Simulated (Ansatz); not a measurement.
SnO₂: what each run costs

Cell: 12 atoms, space group Imma, a = 5.820 Å, b = 5.820 Å, c = 5.820 Å, α = 112.13°, β = 108.15°, γ = 108.16°.

All runs are DFT with Ansatz 0.2.0 on 1 thread of Intel Xeon Platinum 8375C CPU @ 2.90GHz (Ice Lake) (x86_64; 16 cores open to the job, memory cap 3.0 GiB, no GPU), a shared host.

(1) Rank the runs by wall time, shortest first.
A. single point, r2SCAN, gradients read without the response of the cores, 500 eV, 5×5×5 k-points, smearing 0.02 eV
B. single point, PBE, gradients read without the response of the cores, 300 eV, 5×5×5 k-points, smearing 0.02 eV
C. single point, PBE, gradients read without the response of the cores, 420 eV, 5×5×5 k-points, smearing 0.02 eV

Results:

(1) B (8.4 s, 0.52 GiB), C (22 s, 0.57 GiB), A (34 s, 0.96 GiB).
